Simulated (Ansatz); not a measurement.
# BN: strong compression, part 2 of 2

How does BN (rocksalt type) answer strong compression, and how long do frozen cores keep up with all electrons? The runs shown use LAPW, crystal datasets and norm-conserving. Companion runs by PAW are cited. Its runs: the reference run (LAPW); volume scaled by 1 (crystal datasets and norm-conserving); volume scaled by 0.94 (LAPW); volume scaled by 0.88 (LAPW); volume scaled by 0.8 (LAPW and norm-conserving); volume scaled by 0.72 (LAPW and norm-conserving); volume scaled by 0.64 (LAPW); volume scaled by 0.55 (LAPW, crystal datasets and norm-conserving).

Ansatz 0.2.0; DFT PBE; a cell built from a prototype (rocksalt type), not taken from measurement. «Crystal datasets» are all-electron PAW datasets made for this crystal.

## (12) Volume scaled by 0.55, LAPW

Contents of input.yaml:

```yaml
crystal:
  lattice:
    - [0.0, 1.4352354862, 1.4352354862]
    - [1.4352354862, 0.0, 1.4352354862]
    - [1.4352354862, 1.4352354862, 0.0]
  atoms:
    - { symbol: B, position: [0.0, 0.0, 0.0] }
    - { symbol: "N", position: [0.5, 0.5, 0.5] }
kpoints:
  mp_grid: { grid: [15, 15, 15] }
  band_path:
    path:
      - [0.0, 0.0, 0.0]
      - [0.5, 0.0, 0.5]
      - [0.625, 0.25, 0.625]
      - [0.375, 0.375, 0.75]
      - [0.0, 0.0, 0.0]
      - [0.5, 0.5, 0.5]
      - [0.5, 0.25, 0.75]
      - [0.5, 0.0, 0.5]
    npoints: 8
scf:
  occupations: { method: fermi_dirac, width: 0.08 }
hamiltonian:
  xc: pbe
  pseudopotentials: { kind: all_electron, lapw: { basis_error: 0.001 } }
output:
  forces: true
  stress: true
  eigenvalues: true
  populations: true
  dos: { projected: true, de: 0.2, e_range: [-14, 8] }
```

The run is started by

```console
> ansatz run input.yaml --threads 1 --pin off --max-ram 2048MiB --backend cpu --events-out ev --progress --plain --runs-dir out
```

The log of the run:

```text
B: projections on atomic orbitals take those of the free atom 1s2 2s2 2p1, of charge +0.00 (hamiltonian.pseudopotentials.projection_atoms)
N: projections on atomic orbitals take those of the free atom 1s2 2s2 2p3, of charge +0.00 (hamiltonian.pseudopotentials.projection_atoms)
LAPW: plane waves up to 11.920 Å⁻¹, error target 1.0e-3 eV per atom; small_component_spin mean_spin; B in spheres of 0.686 Å, 5 of its electrons in bands, Dirac shells []; N in spheres of 0.750 Å, 7 of its electrons in bands, Dirac shells []
Engine: ansatz 0.2.0
Pseudopotentials: kind: all_electron
Pseudopotential: B, LAPW, valence charge 5, Koelling and Harmon's equation, gaussian nucleus
Pseudopotential: N, LAPW, valence charge 7, Koelling and Harmon's equation, gaussian nucleus
Functional definition: PBE
  parameter kappa = 0.804
  parameter beta = 0.06672455060314922
  exchange = pbe_x(kappa = kappa, mu = beta*pi^2/3)
  correlation = pbe_c(beta = beta)
Crystal: 2 atoms, lattice volume = 5.913 Å³
Basis set: ecut = 541.3662151700189 eV, 169 PW (Γ), exchange–correlation at level 2
Bands: 10, of which v1, the nominal top of the filled ones, is band 6 counted from 1 (5 counted from 0)
Symmetry: 48 space group operations
Space group: Fm-3m (ITA 225), of the structure as read, at distance tolerance 1.8e-5 Å
k-points: 120 of 3375
Non-local potential: B, projectors of the file, none
Non-local potential: N, projectors of the file, none
Initial density: superposition of atomic densities (chi_scale 0.1, normalization cell, long waves kept (reshape's long-wave potential 0.00 eV rms))
Initial wavefunctions: plane waves of lowest kinetic energy (no species holds an atomic orbital)
Functional: x = pbe(κ = 0.804, μ = 0.2195149727645171), c = pbe(β = 0.06672455060314922)
iter 1 solved again at ethr=1.59e-2 eV; its pass at ethr=1.00e-1 eV (dr2=1.91e0 eV) is discarded
SCF iter   1: F=—  HF=-2159.912093 eV  |F-HF|=—  |Δ(HF+E_count)|=         —  Δρ=2.63e-1  dr2=1.91e0  ethr=1.59e-2  ⟨swp⟩=2.0  Hψ=9795  notcnv=0
preconditioner: auto → none  [insulator: Δε(μ)=8.518 eV  Ē_g=29.847 eV  σ=0.080 eV  W_gap=1.00  n_scr=0 (ndim 8)  ℏωp=43.2 eV  f_vac=0.000  D(μ)=0.00/eV (n_scr^D=0)  ε∞_Penn≈3.1]
iter 2 solved again at ethr=7.92e-4 eV; its pass at ethr=1.59e-2 eV (dr2=9.50e-2 eV) is discarded
SCF iter   2: F=—  HF=-2158.683690 eV  |F-HF|=—  |Δ(HF+E_count)|=    1.23e0  Δρ=6.38e-2  dr2=9.52e-2  ethr=7.92e-4  ⟨swp⟩=2.0  Hψ=6483  notcnv=0
SCF iter   3: F=—  HF=-2158.670291 eV  |F-HF|=—  |Δ(HF+E_count)|=         —  Δρ=2.71e-2  dr2=1.70e-2  ethr=7.92e-4  ⟨swp⟩=2.0  Hψ=3501  notcnv=0
the basis was enlarged: its passes take 58.7 KiB over the memory plan, 1 of 1 planned eigensolver slots
SCF iter   4: F=—  HF=-2158.669863 eV  |F-HF|=—  |Δ(HF+E_count)|=   4.28e-4  Δρ=1.13e-3  dr2=2.83e-5  ethr=1.42e-4  ⟨swp⟩=2.0  Hψ=3489  notcnv=0
SCF iter   5: F=—  HF=-2158.669880 eV  |F-HF|=—  |Δ(HF+E_count)|=   1.75e-5  Δρ=7.33e-5  dr2=1.05e-7  ethr=2.36e-7  ⟨swp⟩=2.3  Hψ=3170  notcnv=0
SCF iter   6: F=-2158.669880 eV  HF=-2158.669880 eV  |F-HF|=7.27e-10  |Δ(HF+E_count)|=   4.96e-8  Δρ=7.44e-6  dr2=7.48e-10  ethr=8.73e-10  ⟨swp⟩=2.9  Hψ=3438  notcnv=0
SCF 1 converged in 6 iterations: F = -2158.669880 eV  dr2 = 7.48e-10
NSCF: frozen V_eff on 57 k-points
SCF converged after 6 iterations
Free energy (F): -2158.669880 eV
Harris-Foulkes:  -2158.669880 eV  (|F-HF|=7.27e-10)
Internal energy: -2158.669880 eV  (E = F + TS)
E sigma→0 (E₀):  -2158.669880 eV
Fermi energy:    32.244714 eV
--- Per-component energies (eV) ---
  E_band       = -860.510602
  E_kinetic    = 2226.660397
  E_xc         = -314.695399
  E_electrostatic = -4070.634879  (all electrons and nuclei)
  E_smearing   = -0.000000  (= −TS)
  E_closure    = -0.000000  (closes the sum)
  E_atoms      = -2151.229577  (free atoms, spherical and without spin; not in F)
  Σ components = -2158.669880   (vs F -2158.669880, Δ=0.00e0)
  Basis errors (estimates in eV, not in F): energy 4.5e-4 per atom: plane waves 4.5e-4 (2.7e-4 summed), levels above the bands 3.1e-105, relativity 2.3e-8, radial functions 4.1e-6, core shells 0.0e0; eigenvalues (radial functions only) 6.7e-6; not estimated: angular momenta, meshes, grids; target (lapw.basis_error) 1.0e-3; muffin-tin radii B 0.686 Å, N 0.750 Å
--- Forces (eV/Å), atoms counted from 1 ---
  atom   1  B     -0.00000000     0.00000000     0.00000000
  atom   2  N      0.00000000    -0.00000000     0.00000000
  max |Σ_I F_I| component: 2.17e-30 eV/Å
--- Stress (GPa, compression-positive) ---
      688.631520      -0.000000       0.000000
       -0.000000     688.631520       0.000000
        0.000000       0.000000     688.631520
  P = ⅓ Tr σ = 688.6315 GPa (6886.315 kbar)
--- Band table (eV; the first three rows and the last of 120) ---
  k-point 0: bands = ["-346.7527", "-146.7403", "-3.4824", "27.6951", "27.6951", "27.6951", "48.2442", "48.2442", "48.2442", "51.1690"]
  k-point 1: bands = ["-346.7527", "-146.7401", "-3.3058", "26.8972", "27.6450", "27.6450", "47.2160", "47.2160", "47.6785", "50.8592"]
  k-point 2: bands = ["-346.7527", "-146.7394", "-2.7763", "24.7330", "27.5235", "27.5235", "44.9604", "44.9604", "46.4518", "51.0153"]
  k-point 119: bands = ["-346.7527", "-146.7328", "10.6839", "11.8104", "13.3923", "19.1164", "41.7771", "43.7648", "49.5212", "51.4789"]
--- Löwdin populations: 2 sites ---
  site symbol       q [e]
     0      B      4.5554
     1      N      7.4104
  spilling = 0.002849 (of n_electrons = 12.000000)
```

Run time: 9.3 s. Hardware: 1 thread of Intel Xeon Platinum 8488C (Sapphire Rapids), shared host; peak memory 0.33 GiB.

In short: pressure 688.63 GPa; gap 6.37 eV, indirect from K–Γ to Γ–X.

At the corners of the path (eV, zero at the valence-band top):

```tsv
point	band 3	band 4	band 5	band 6	band 7	band 8	band 9
Γ	-32.50	-1.32	-1.32	-1.32	19.23	19.23	19.23
X	-20.67	-17.49	-9.92	-9.92	7.14	7.35	24.70
U	-19.05	-18.68	-13.72	-7.92	7.78	17.36	18.02
K	-19.05	-18.68	-13.72	-7.92	7.78	17.36	18.02
Γ	-32.50	-1.32	-1.32	-1.32	19.23	19.23	19.23
L	-24.32	-19.83	-1.43	-1.43	6.58	6.58	14.50
W	-17.56	-16.79	-16.79	-10.12	13.54	14.36	21.32
X	-20.67	-17.49	-9.92	-9.92	7.14	7.35	24.70
```

States per cell, counted by energy window (eV from the valence-band top, on a grid of 0.20 eV):

```tsv
from	to	total	N 2p	B 2p	B 2s	N 2s
-10	-9	0.47	0.30	0.10	0.03	0.03
-9	-8	0.47	0.31	0.10	0.03	0.03
-8	-7	0.44	0.29	0.10	0.02	0.03
-7	-6	0.40	0.27	0.09	0.02	0.02
-6	-5	0.37	0.26	0.07	0.01	0.02
-5	-4	0.34	0.25	0.06	0.01	0.02
-4	-3	0.31	0.24	0.05	0.01	0.01
-3	-2	0.27	0.22	0.03	0.00	0.01
-2	-1	0.29	0.25	0.02	0.00	0.01
-1	0	0.20	0.18	0.01	0.00	0.00
0	1	0.00	0.00	0.00	0.00	0.00
1	2	0.00	0.00	0.00	0.00	0.00
2	3	0.00	0.00	0.00	0.00	0.00
3	4	0.00	0.00	0.00	0.00	0.00
4	5	0.00	0.00	0.00	0.00	0.00
5	6	0.00	0.00	0.00	0.00	0.00
6	7	0.08	0.00	0.04	0.04	0.00
7	8	0.68	0.03	0.36	0.20	0.04
8	9	0.61	0.04	0.34	0.14	0.05
```

## (13) Volume scaled by 0.55, crystal datasets

Contents of input.yaml:

```yaml
crystal:
  lattice:
    - [0.0, 1.4352354862, 1.4352354862]
    - [1.4352354862, 0.0, 1.4352354862]
    - [1.4352354862, 1.4352354862, 0.0]
  atoms:
    - { symbol: B, position: [0.0, 0.0, 0.0] }
    - { symbol: "N", position: [0.5, 0.5, 0.5] }
kpoints:
  mp_grid: { grid: [15, 15, 15] }
scf:
  occupations: { method: fermi_dirac, width: 0.08 }
hamiltonian:
  xc: pbe
  pseudopotentials: { kind: all_electron, datasets: crystal }
output:
  forces: true
  stress: true
  eigenvalues: true
```

The run is started by

```console
> ansatz run input.yaml --threads 1 --pin off --max-ram 2048MiB --backend cpu --events-out ev --progress --plain --runs-dir out
```

The log of the run (excerpt; [...] marks lines left out):

```text
[...]
Pseudopotentials: kind: all_electron
Pseudopotential: B, paw, valence charge 5, recommended cutoff 820 eV (normal), Koelling and Harmon's equation, gaussian nucleus
Pseudopotential: N, paw, valence charge 5, recommended cutoff 820 eV (normal), Koelling and Harmon's equation, gaussian nucleus
Functional definition: PBE
[...]
Crystal: 2 atoms, lattice volume = 5.913 Å³
[...]
  atom   2  N      0.00000000     0.00000000    -0.00000000
[...]
--- Stress (GPa, compression-positive) ---
      688.628825       0.000000       0.000000
       -0.000000     688.628825       0.000000
        0.000000       0.000000     688.628825
  P = ⅓ Tr σ = 688.6288 GPa (6886.288 kbar)
  It holds what live shells' own plane waves past their cutoff add
--- Band table (eV; the first three rows and the last of 120) ---
  k-point 0: bands = ["-3.4824", "27.6950", "27.6950", "27.6950", "48.2442", "48.2442"]
[...]
```

Wall time 4.7 s (1 thread of Intel Xeon Platinum 8488C (Sapphire Rapids), shared host); peak memory 0.46 GiB.

In short: pressure 688.63 GPa; gap on the k mesh 6.43 eV (an odd mesh misses the zone boundary).

## (14) Volume scaled by 0.55, norm-conserving

Changes to input.yaml since step 13:

```diff
@@ -14,3 +14,3 @@
   xc: pbe
-  pseudopotentials: { kind: all_electron, datasets: crystal }
+  pseudopotentials: { kind: nc }
 output:
```

The run is started by

```console
> ansatz run input.yaml --threads 1 --pin off --max-ram 2048MiB --backend cpu --events-out ev --progress --plain --runs-dir out
```

The log of the run (excerpt; [...] marks lines left out):

```text
[...]
Pseudopotentials: kind: nc
Pseudopotential: B, nc, valence charge 3, recommended cutoff 1116 eV (normal), B.nc.azcp
Pseudopotential: N, nc, valence charge 5, recommended cutoff 1240 eV (normal), N.nc.azcp
Functional definition: PBE
[...]
Crystal: 2 atoms, lattice volume = 5.913 Å³
Basis set: ecut = 1240 eV, 561 PW (Γ), exchange–correlation on 48×48×48 points (8 copies of the dense FFT grid, shifted against one another)
[...]
  atom   1  B     -0.00000000     0.00000000     0.00000000
  atom   2  N      0.00000000    -0.00000000     0.00000000
[...]
--- Stress (GPa, compression-positive) ---
      689.326450      -0.000000      -0.000000
        0.000000     689.326450      -0.000000
        0.000000      -0.000000     689.326450
  P = ⅓ Tr σ = 689.3264 GPa (6893.264 kbar)
--- Band table (eV; the first three rows and the last of 120) ---
  k-point 0: bands = ["-4.1120", "27.1030", "27.1030", "27.1030", "47.6366", "47.6366", "47.6366", "50.5410"]
[...]
```

Wall time 1.5 s (1 thread of Intel Xeon Platinum 8488C (Sapphire Rapids), shared host); peak memory 0.27 GiB.

Result: pressure 689.33 GPa; gap on the k mesh 6.41 eV (an odd mesh misses the zone boundary).

## (15) The series in one table

Rows by PAW come from runs of the same series that aren't printed here.

| method | volume over the first | volume (Å³/atom) | pressure (GPa) | gap on the k mesh (eV) | SCF cycles, all passes |
| --- | --- | --- | --- | --- | --- |
| LAPW | 1 | 5.375 | 0.09 | 1.19 | 6 |
| LAPW | 0.94 | 5.053 | 26.68 | 1.66 | 6 |
| LAPW | 0.88 | 4.730 | 62.40 | 2.19 | 6 |
| LAPW | 0.8 | 4.300 | 130.19 | 3.02 | 6 |
| LAPW | 0.72 | 3.870 | 232.81 | 4.02 | 6 |
| LAPW | 0.64 | 3.440 | 391.86 | 5.17 | 6 |
| LAPW | 0.55 | 2.956 | 688.63 | 6.43 | 6 |
| PAW | 1 | 5.375 | 0.00 | 1.19 | 6 |
| PAW | 0.94 | 5.053 | 26.46 | 1.66 | 6 |
| PAW | 0.88 | 4.730 | 62.04 | 2.20 | 6 |
| PAW | 0.8 | 4.300 | 129.71 | 3.03 | 6 |
| PAW | 0.72 | 3.870 | 232.20 | 4.04 | 6 |
| PAW | 0.64 | 3.440 | 391.08 | 5.18 | 6 |
| PAW | 0.55 | 2.956 | 687.10 | 6.45 | 6 |
| PAW (partial_waves polarizable) | 0.55 | 2.956 | 687.10 | 6.45 | 6 |
| crystal datasets | 1 | 5.375 | 0.09 | 1.19 | 8 |
| crystal datasets | 0.55 | 2.956 | 688.63 | 6.43 | 7 |
| norm-conserving | 1 | 5.375 | 0.27 | 1.21 | 6 |
| norm-conserving | 0.8 | 4.300 | 130.35 | 3.03 | 7 |
| norm-conserving | 0.72 | 3.870 | 233.02 | 4.03 | 7 |
| norm-conserving | 0.55 | 2.956 | 689.33 | 6.41 | 6 |

## (16) Summary of results

The summary covers parts 1 to 2.

```
                                                      quantity      value
                           LAPW pressure at 0.55 of the volume  688.6 GPa
                            PAW pressure at 0.55 of the volume  687.1 GPa
PAW (partial_waves polarizable) pressure at 0.55 of the volume  687.1 GPa
               crystal datasets pressure at 0.55 of the volume  688.6 GPa
                norm-conserving pressure at 0.55 of the volume  689.3 GPa
                   fitted bulk modulus at zero pressure (LAPW)    385 GPa
                                       its pressure derivative       3.72
```

In words: At 0.55 of the starting volume LAPW gives 689 GPa. One third-order Birch-Murnaghan curve follows these points (B₀ = 385 GPa, B′ = 3.72, misfit at most 0.78 GPa). A fit over so wide a range leans to the high pressures, so B₀ can be off by several per cent. Where LAPW's pressure is over 3 GPa, PAW's departs from it by at most 0.8 %, at 0.94 of the volume. The gap goes from 1.13 to 6.37 eV. The ions are at rest, and the electrons smeared by 0.08 eV.

The gaps are Kohn-Sham values of a semilocal functional, not quasiparticle or optical gaps. Such gaps usually fall short of the measured ones.
